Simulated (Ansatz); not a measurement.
An Ansatz input and the part of its output that reports the observables at the nuclei.

The cell is an entry of the Crystallography Open Database (COD), relaxed with PBE at fixed cell and then changed (volume scaled by 0.96, ions relaxed).

```yaml
crystal:
  lattice:
    - [0.0, 2.8820154301, 2.8820154301]
    - [2.8820154301, 0.0, 2.8820154301]
    - [2.8820154301, 2.8820154301, 0.0]
  atoms:
    - { symbol: Hg, position: [0.0, 0.0, 0.0] }
    - { symbol: Te, position: [0.5, 0.5, 0.5] }
kpoints:
  mp_grid: { grid: [14, 14, 14] }
scf:
  occupations: { method: fermi_dirac, width: 0.05 }
hamiltonian:
  xc: pbe
  pseudopotentials: { kind: paw }
output:
  forces: true
  stress: true
  populations: true
  efg: { quadrupole_moments_barn: { Hg: 0.387 }, contact_densities: true }
relax:
  f_tol: 0.02
  max_steps: 60
```

```sh
ansatz run input.yaml --threads 1 --pin off --max-ram 3072MiB --backend cpu --events-out ev --progress --plain --runs-dir out
```

The run relaxes the ions first, and the block belongs to the relaxed positions.

Of the output, the block on the nuclei alone is shown; the set-up, the SCF iterations, energies, forces and stress are cut.

```
--- PAW observables at the nuclei: V_zz in 10²¹ V/m², potentials from the cell's mean, atoms counted from 1 ---
  atom   1  Hg V_zz =    -0.000000   η = 0.0000   by run symmetry: forbidden   C_q = -0.0000 MHz
            electrostatic potential = -16794.855750 V   contact ρ = 14129389.836392 e/Å³
  atom   2  Te V_zz =    +0.000000   η = 0.0000   by run symmetry: forbidden
            electrostatic potential = -8654.097620 V   contact ρ = 1468754.126475 e/Å³
```

The relaxation (1 step) took 8.9 s of wall time (8.9 s of CPU time) and 0.54 GiB at its peak, on 1 thread of Intel Xeon Platinum 8375C CPU @ 2.90GHz (Ice Lake) (x86_64; 16 cores open to the job, memory cap 3.0 GiB, no GPU), a shared host with a load of 0.6 a core.

At this changed cell the PBE pressure is 15 GPa.
